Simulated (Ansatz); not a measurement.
What strain does to KI (Fm-3m)

A 2-atom cell of KI started from a crystallographic database, relaxed with r2SCAN in the PAW code Ansatz. The symmetry is Fm-3m (No. 225, cubic); a = 7.089 Å in the conventional setting, 44.53 Å³ an atom. K has 6 I at 3.54 Å; I has 6 K at 3.54 Å.

The axes x, y and z are those of this cell:
```
CELL_PARAMETERS angstrom
0.00000 3.54457 3.54457
3.54457 0.00000 3.54457
3.54457 3.54457 0.00000
ATOMIC_POSITIONS crystal
K 0.00000 0.00000 0.00000
I 0.50000 0.50000 0.50000
```

Unstrained: With PBE the gap is 3.944 eV and direct, at Γ. With r2SCAN the gap is 4.585 eV and direct, at Γ. With HSE06 the gap is 4.940 eV and direct, at Γ. Meshes: PBE 6×6×6, r2SCAN 6×6×6, HSE06 4×4×4. Strains are changes of length per length. After each strain the atoms were relaxed again with r2SCAN within the symmetry that the strain leaves, so tilts or polar shifts that break it weren't tested; points keep the names that they have in the unstrained zone. No spin polarisation and no zero-point or thermal motion.

Changes of the least gap in eV (an overlap counts as a negative gap):

| strain | volume change (%) | space group | PBE | r2SCAN | HSE06 | energy rise, r2SCAN (meV/atom) |
| --- | --- | --- | --- | --- | --- | --- |
| biaxial +2.62 % in x and y, z held | +5.3 | I4/mmm | -0.116 | -0.129 | -0.127 | 5.5 |
| uniaxial +1.02 % along y | +1.0 | I4/mmm | -0.024 | -0.026 | -0.026 | 0.4 |

Biaxial +2.62 % in x and y, z held. HSE06: the gap goes from 4.940 to 4.813 eV (-0.127 eV). Stress change with r2SCAN, compression positive: xx -0.73, yy -0.73, zz -0.17 GPa.

Uniaxial +1.02 % along y, other directions held. HSE06: the gap goes from 4.940 to 4.914 eV (-0.026 eV). Stress change with r2SCAN, compression positive: xx -0.03, yy -0.29, zz -0.03 GPa.

Spin-orbit coupling is left out, which matters wherever the heavy atoms make up the band edges.

The meshes of the hybrids are coarse, so their gaps aren't converged to the digits shown.
